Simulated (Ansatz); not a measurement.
LuH₂, DFT, LDA, all-electron LAPW, scalar-relativistic (Ansatz 0.2.0), run on 1 thread of Arm Neoverse V1 on a shared host.

The cell comes from COD entry 9009021, which wasn't checked; take it as a given geometry. The listed cell was then made from it by scaling, straining or moving an atom.

Command: `ansatz run input.yaml --threads 1 --pin off --max-ram 4096MiB --backend cpu --events-out ev --progress --plain --runs-dir out`

```yaml
crystal:
  lattice:
    - [0.0, 2.491335, 2.5165]
    - [2.491335, 0.0, 2.5165]
    - [2.491335, 2.491335, 0.0]
  atoms:
    - { symbol: Lu, position: [0.0, 0.0, 0.0] }
    - { symbol: H, position: [0.25, 0.25, 0.25] }
    - { symbol: H, position: [0.75, 0.75, 0.75] }
kpoints:
  mp_grid: { grid: [8, 8, 8] }
  band_path:
    path:
      - [0.0, 0.0, 0.0]
      - [0.0, 0.5, 0.5]
      - [0.25, 0.75, 0.5]
      - [0.0, 0.5, 0.0]
      - [0.0, 0.0, 0.0]
      - [0.5, 0.5, 0.0]
      - [0.3725125, 0.6274875, 0.0]
      - [-0.3725125, 0.3725125, 0.0]
      - [0.0, 0.0, 0.0]
    npoints: 5
scf:
  occupations: { method: fermi_dirac, width: 0.02 }
hamiltonian:
  xc: lda
  pseudopotentials: { kind: all_electron, lapw: { basis_error: 0.001 } }
output:
  forces: true
  stress: true
  eigenvalues: true
```

Problem. How large is the problem that the program sets up?

Solution. 59 irreducible k-points, 307 plane waves at Γ, 26 bands.

Problem. Estimate the wall time and the peak memory.

Solution. 17 s of wall time for 9 SCF iterations, with a peak of 0.32 GiB. Times on shared machines scatter by tens of per cent.
